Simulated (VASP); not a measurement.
# TiO2 (Anatase) (I4_1/amd) in VASP: a series of runs

The runs below take TiO2 (Anatase) through relaxation of cell and atoms, with PBEsol.

Everything below comes from runs of VASP 6.6.1. Logs are shortened: lines on timing, memory, paths and dates and some standing lists are left out, and cuts for length are marked.

## 1. Starting point

It takes space group I4_1/amd (No. 141, tetragonal). The conventional cell has a = 3.772 Å, b = 3.772 Å, c = 9.559 Å, α = 90.00°, β = 90.00°, γ = 90.00°. Ti (site symmetry -4m2) has 6 O at 1.93 to 1.98 Å as nearest neighbours. O (site symmetry 2mm) is surrounded by 3 Ti at 1.93 to 1.98 Å.

## 2. Relaxation of cell and atoms, PBEsol

Contents of INCAR:

```
SYSTEM = TiO2
ALGO = Normal
EDIFF = 1E-7
EDIFFG = -0.005
ENCUT = 600
GGA = PS
IBRION = 2
ISIF = 3
ISMEAR = 0
KPAR = 4
LASPH = .TRUE.
LCHARG = .FALSE.
LREAL = .FALSE.
LWAVE = .FALSE.
NELM = 80
NSW = 90
PREC = Accurate
SIGMA = 0.03
```

Contents of KPOINTS:

```
k-points
0
G
  10 10 10
  0 0 0
```

Contents of POSCAR:

```
TiO2                                    
1.0
   -1.8860493862      1.8860493862      4.7794973192
    1.8860493862     -1.8860493862      4.7794973192
    1.8860493862      1.8860493862     -4.7794973192
  Ti              O             
     2     4
Direct
     0.0000000000000000    0.0000000000000000    0.0000000000000000
     0.7500000000000000    0.2500000000000000    0.5000000000000000
     0.2075587141916439    0.2075587141916439    0.0000000000000000
     0.9575587141916440    0.4575587141916439    0.5000000000000000
     0.5424412858083560    0.0424412858083561    0.5000000000000000
     0.7924412858083560    0.7924412858083560    0.0000000000000000
```

Potentials or basis: VASP PAW PBE potentials, release 64 (Ti_sv, O).

Command:

```sh
$ cat potpaw_PBE.64/Ti_sv/POTCAR potpaw_PBE.64/O/POTCAR > POTCAR
$ mpirun -np 4 vasp_std > vasp.out
```

OUTCAR:

```text
SYSTEM = TiO2
   EDIFF = 1E-7
   EDIFFG = -0.005
   ENCUT = 600
   GGA = PS
   IBRION = 2
   ISIF = 3
   ISMEAR = 0
   LASPH = .TRUE.
   LREAL = .FALSE.
   NELM = 80
   NSW = 90
   PREC = Accurate

 ion  position               nearest neighbor table
   1  0.000  0.000  0.000-   5 1.93   4 1.93   5 1.93   4 1.93   3 1.98   6 1.98
   2  0.750  0.250  0.500-   6 1.93   3 1.93   6 1.93   3 1.93   4 1.98   5 1.98
   3  0.208  0.208  0.000-   2 1.93   2 1.93   1 1.98
   4  0.958  0.458  0.500-   1 1.93   1 1.93   2 1.98
   5  0.542  0.042  0.500-   1 1.93   1 1.93   2 1.98
   6  0.792  0.792  0.000-   2 1.93   2 1.93   1 1.98

  LATTYP: Found a body centered tetragonal cell.
 ALAT       =     3.7720987724
 C/A-ratio  =     2.5341315843

  Lattice vectors:

 A1 = (  -1.8860493862,   1.8860493862,   4.7794973192)
 A2 = (   1.8860493862,  -1.8860493862,   4.7794973192)
 A3 = (   1.8860493862,   1.8860493862,  -4.7794973192)

Analysis of symmetry for initial positions (statically):
=====================================================================
 Subroutine PRICEL returns:
 Original cell was already a primitive cell.

 Routine SETGRP: Setting up the symmetry group for a
 body centered tetragonal supercell.

 Subroutine GETGRP returns: Found 16 space group operations
 (whereof  8 operations were pure point group operations)
 out of a pool of 16 trial point group operations.

The static configuration has the point symmetry D_2d.
 The point group associated with its full space group is D_4h.

Analysis of symmetry for dynamics (positions and initial velocities):
=====================================================================
 Subroutine PRICEL returns:
 Original cell was already a primitive cell.

 Routine SETGRP: Setting up the symmetry group for a
 body centered tetragonal supercell.

 Subroutine GETGRP returns: Found 16 space group operations
 (whereof  8 operations were pure point group operations)
 out of a pool of 16 trial point group operations.

The dynamic configuration has the point symmetry D_2d.
 The point group associated with its full space group is D_4h.

 Subroutine INISYM returns: Found 16 space group operations
 (whereof  8 operations are pure point group operations),
 and found     1 'primitive' translations

----------------------------------------------------------------------------------------

                                     Primitive cell

  volume of cell :      68.0062

  direct lattice vectors                    reciprocal lattice vectors
    -1.886049386  1.886049386  4.779497319     0.000000000  0.265104405  0.104613512
     1.886049386 -1.886049386  4.779497319     0.265104405  0.000000000  0.104613512
     1.886049386  1.886049386 -4.779497319     0.265104405  0.265104405  0.000000000

  length of vectors
     5.473386447  5.473386447  5.473386447     0.284998829  0.284998829  0.374914245

  position of ions in fractional coordinates (direct lattice)
     0.000000000  0.000000000  0.000000000
     0.750000000  0.250000000  0.500000000
     0.207558714  0.207558714  0.000000000
     0.957558714  0.457558714  0.500000000
     0.542441286  0.042441286  0.500000000
     0.792441286  0.792441286  0.000000000

  ion indices of the primitive-cell ions
   primitive index   ion index
                 1           1
                 2           2
                 3           3
                 4           4
                 5           5
                 6           6

----------------------------------------------------------------------------------------

 KPOINTS: k-points

Automatic generation of k-mesh.
 Grid dimensions read from file:
 generate k-points for:   10   10   10

 Generating k-lattice:

  Cartesian coordinates                     Fractional coordinates (reciprocal lattice)
     0.000000000  0.026510440  0.010461351     0.100000000  0.000000000  0.000000000
     0.026510440  0.000000000  0.010461351     0.000000000  0.100000000  0.000000000
     0.026510440  0.026510440  0.000000000     0.000000000  0.000000000  0.100000000

  Length of vectors
     0.028499883  0.028499883  0.037491424

  Shift w.r.t. Gamma in fractional coordinates (k-lattice)
     0.000000000  0.000000000  0.000000000

 Subroutine IBZKPT returns following result:
 ===========================================

 Found    102 irreducible k-points:

 Following reciprocal coordinates:
            Coordinates               Weight
  0.000000  0.000000  0.000000      1.000000
  0.100000 -0.000000  0.000000      8.000000
  0.200000 -0.000000  0.000000      8.000000
  0.300000  0.000000  0.000000      8.000000
  0.400000  0.000000  0.000000      8.000000
  0.500000  0.000000  0.000000      4.000000
[... 16 lines left out ...]
  0.300000  0.300000  0.000000      8.000000
  0.400000  0.300000  0.000000     16.000000
 [... further k-points ...]
   k-points           NKPTS =    102   k-points in BZ     NKDIM =    102   number of bands    NBANDS=     28
   number of dos      NEDOS =    301   number of ions     NIONS =      6
   total plane-waves  NPLWV = 110592
   dimension x,y,z NGX =    48 NGY =   48 NGZ =   48
   dimension x,y,z NGXF=    96 NGYF=   96 NGZF=   96
   ions per type =               2   4
   NGX,Y,Z   is equivalent  to a cutoff of  14.58, 14.58, 14.58 a.u.
   NGXF,Y,Z  is equivalent  to a cutoff of  29.16, 29.16, 29.16 a.u.
 SYSTEM =  TiO2
   PREC   = accura    normal or accurate (medium, high low for compatibility)
   ISTART =      0    job   : 0-new  1-cont  2-samecut
   ICHARG =      2    charge: 1-file 2-atom 10-const
   ISPIN  =      1    spin polarized calculation?
   LNONCOLLINEAR =      F non collinear calculations
   LSORBIT =      F    spin-orbit coupling
   LASPH  =      T    aspherical Exc in radial PAW
   ENCUT  =  600.0 eV  44.10 Ry    6.64 a.u.  10.93 10.93 10.93*2*pi/ulx,y,z
   NELM   =     80;   NELMIN=  2; NELMDL= -5     # of ELM steps
   EDIFF  = 0.1E-06   stopping-criterion for ELM
   LREAL  =      F    real-space projection
   EDIFFG = -.5E-02   stopping-criterion for IOM
   NSW    =     90    number of steps for IOM
   IBRION =      2    ionic relax: 0-MD 1-quasi-New 2-CG
   NFREE  =      1    steps in history (QN), initial steepest desc. (CG)
   ISIF   =      3    stress and relaxation
   ISYM   =      2    0-nonsym 1-usesym 2-fastsym
   POTIM  = 0.5000    time-step for ionic-motion
   TEBEG  =    0.0;   TEEND  =   0.0 temperature during run
   PSTRESS=    0.0 pullay stress
   NELECT =      48.0000    total number of electrons
   NUPDOWN=      -1.0000    fix difference up-down
   EMIN   =  10.00;   EMAX   =-10.00  energy-range for DOS
   EFERMI =   0.00;   METHOD = LEGACY
   ISMEAR =     0;   SIGMA  =   0.03  broadening in eV -4-tet -1-fermi 0-gaus
   EFERMI_NEDOS =   21; number of points for ismear=-14 and -15
   IALGO  =     38    algorithm
   IMIX   =      4    mixing-type and parameters
     AMIX     =   0.40;   BMIX     =  1.00
     AMIX_MAG =   1.60;   BMIX_MAG =  1.00
  volume/ion in A,a.u.               =      11.33        76.49
  Fermi-wavevector in a.u.,A,eV,Ry     =   1.457603  2.754469 28.907010  2.124605
  Thomas-Fermi vector in A             =   2.574385
   LORBIT       =      0    0 simple, 1 ext, 2 COOP (PROOUT), +10 PAW based schemes
   GGA     = PS    functional components
   LHFCALC =     F    Hartree Fock is set to
   AEXX    =    0.0000 exact exchange contribution
   IVDW    =     0    specifies the selected vdW correction
   LEPSILON=     F    determine dielectric tensor
   LRPA    =     F    only Hartree local field effects (RPA)
 conjugate gradient relaxation of ions
 non-spin polarized calculation
 Gauss-broadening in eV      SIGMA  =   0.03
  energy-cutoff  :      600.00
  volume of cell :       68.01
 maximum number of plane-waves:      2292
 NGX is ok and might be reduce to    48
   NGX = 21   NGY = 21   NGZ = 21

 number of electron      47.9999997 magnetization

 Free energy of the ion-electron system (eV)
  ---------------------------------------------------
  ext. energy  EPLUGINS =         0.00000000
  ---------------------------------------------------
  free energy    TOTEN  =       -56.22636542 eV

  energy without entropy =      -56.22636542  energy(sigma->0) =      -56.22636542

 E-fermi :   3.5509     XC(G=0): -11.0252

 val. band max:        3.2875872572   @ k =  -0.4000   0.4000   0.0000
 cond. band min:       5.3805684255   @ k =   0.0000   0.0000   0.0000
 fundamental gap:      2.0929811683
 Fermi energy:         3.5509431576

 k-point     1 :       0.0000    0.0000    0.0000
  band No.  band energies     occupation
      1     -52.8176      2.00000
      2     -52.7558      2.00000
      3     -29.4069      2.00000
      4     -29.1602      2.00000
      5     -29.1602      2.00000
      6     -29.0876      2.00000
[... 20 lines left out ...]
     27       7.3209      0.00000
     28       7.3249      0.00000

 k-point     2 :       0.1000   -0.0000    0.0000
  band No.  band energies     occupation
      1     -52.8162      2.00000
      2     -52.7567      2.00000
      3     -29.4040      2.00000
      4     -29.1736      2.00000
      5     -29.1611      2.00000
      6     -29.0933      2.00000
[... 20 lines left out ...]
     27       7.0246      0.00000
     28       7.1531      0.00000

 k-point     3 :       0.2000   -0.0000    0.0000
  band No.  band energies     occupation
      1     -52.8124      2.00000
      2     -52.7593      2.00000
      3     -29.3965      2.00000
      4     -29.2076      2.00000
      5     -29.1635      2.00000
      6     -29.1067      2.00000
[... 20 lines left out ...]
     27       6.6836      0.00000
     28       6.9371      0.00000

 k-point     4 :       0.3000    0.0000    0.0000
  band No.  band energies     occupation
      1     -52.8071      2.00000
      2     -52.7631      2.00000
      3     -29.3875      2.00000
      4     -29.2485      2.00000
      5     -29.1661      2.00000
      6     -29.1193      2.00000
[... 20 lines left out ...]
     27       6.7616      0.00000
     28       6.8851      0.00000

 k-point     5 :       0.4000    0.0000    0.0000
  band No.  band energies     occupation
      1     -52.8020      2.00000
      2     -52.7670      2.00000
      3     -29.3799      2.00000
      4     -29.2826      2.00000
      5     -29.1680      2.00000
      6     -29.1254      2.00000
[... 20 lines left out ...]
     27       6.8995      0.00000
     28       6.9212      0.00000

 k-point     6 :       0.5000    0.0000    0.0000
  band No.  band energies     occupation
      1     -52.7997      2.00000
      2     -52.7688      2.00000
      3     -29.3763      2.00000
      4     -29.2964      2.00000
      5     -29.1686      2.00000
      6     -29.1263      2.00000
[... 463 lines left out ...]
      5     -29.1901      2.00000
      6     -29.1438      2.00000
[... 20 lines left out ...]
     27       6.8362      0.00000
     28       7.0582      0.00000

 k-point    22 :      -0.2000    0.2000    0.0000
  band No.  band energies     occupation
      1     -52.8100      2.00000
      2     -52.7600      2.00000
      3     -29.4026      2.00000
      4     -29.2249      2.00000
      5     -29.1833      2.00000
      6     -29.1268      2.00000
[... 20 lines left out ...]
     27       6.6238      0.00000
     28       6.9901      0.00000

 k-point    23 :       0.3000    0.3000    0.0000
  band No.  band energies     occupation
      1     -52.7942      2.00000
      2     -52.7728      2.00000
      3     -29.3601      2.00000
      4     -29.3013      2.00000
      5     -29.2079      2.00000
      6     -29.1600      2.00000
[... 20 lines left out ...]
     27       6.6940      0.00000
     28       6.9103      0.00000

 k-point    24 :       0.4000    0.3000    0.0000
  band No.  band energies     occupation
      1     -52.7903      2.00000
      2     -52.7755      2.00000
      3     -29.3634      2.00000
      4     -29.3235      2.00000
      5     -29.2100      2.00000
      6     -29.1768      2.00000
[... 20 lines left out ...]
     27       6.8455      0.00000
     28       6.9918      0.00000

 [... further k-points ...]

------------------------ aborting loop because EDIFF is reached ----------------------------------------

  FORCE on cell =-STRESS in cart. coord.  units (eV):
  Direction    XX          YY          ZZ          XY          YZ          ZX
  --------------------------------------------------------------------------------------
  -------------------------------------------------------------------------------------
  Total        0.0106165      0.0106165      0.0064284      0.0000000      0.0000000      0.0000000
  in kB        0.2501179      0.2501179      0.1514487      0.0000000      0.0000000      0.0000000
  external PRESSURE =       0.2172282 kB  Pullay stress =       0.0000000 kB

 VOLUME and BASIS-vectors are now :
 -----------------------------------------------------------------------------
  energy-cutoff  :      600.00
  volume of cell :       68.01
      direct lattice vectors                 reciprocal lattice vectors
    -1.886049386  1.886049386  4.779497319     0.000000000  0.265104405  0.104613512
     1.886049386 -1.886049386  4.779497319     0.265104405  0.000000000  0.104613512
     1.886049386  1.886049386 -4.779497319     0.265104405  0.265104405  0.000000000

 POSITION                                       TOTAL-FORCE (eV/Angst)
 -----------------------------------------------------------------------------------
      0.00000      0.00000      0.00000         0.000000      0.000000     -0.000000
     -0.00000      1.88605      2.38975         0.000000      0.000000     -0.000000
      0.00000      0.00000      1.98405        -0.000000      0.000000      0.000742
      0.00000      1.88605      4.37380         0.000000     -0.000000      0.000742
     -0.00000      1.88605      0.40570         0.000000     -0.000000     -0.000742
      0.00000      0.00000      7.57494        -0.000000      0.000000     -0.000742
 -----------------------------------------------------------------------------------
    total drift:                                0.000000      0.000000      0.000000

  FREE ENERGIE OF THE ION-ELECTRON SYSTEM (eV)
  ---------------------------------------------------
  free  energy   TOTEN  =       -56.2263654231 eV

  energy  without entropy=      -56.2263654231  energy(sigma->0) =      -56.22636542

 reached required accuracy - stopping structural energy minimisation
```

Run time: 1.8 min. Hardware: 4 MPI ranks of Intel Xeon 6975P-C (Granite Rapids), shared host; peak memory 0.45 GiB.

Results:

* Free energy: -56.2264 eV
* Pressure after relaxing: 0.0 GPa
* Band gap on the k mesh: 2.09 eV, indirect (least direct gap 2.42 eV)

Final structure:
```yaml
crystal:
  lattice:
    - [-1.88605, 1.88605, 4.77950]
    - [1.88605, -1.88605, 4.77950]
    - [1.88605, 1.88605, -4.77950]
  atoms:
    - { symbol: Ti, position: [0.00000, 0.00000, 0.00000] }
    - { symbol: Ti, position: [0.75000, 0.25000, 0.50000] }
    - { symbol: O, position: [0.20756, 0.20756, 0.00000] }
    - { symbol: O, position: [0.95756, 0.45756, 0.50000] }
    - { symbol: O, position: [0.54244, 0.04244, 0.50000] }
    - { symbol: O, position: [0.79244, 0.79244, 0.00000] }
```

Caveat: the relaxation stopped at its first step, so nothing moved; the PAW data sets were made with another functional, which shifts forces and pressure a little. A k mesh can miss the band edges.

(Continued in part 2 of 2.)
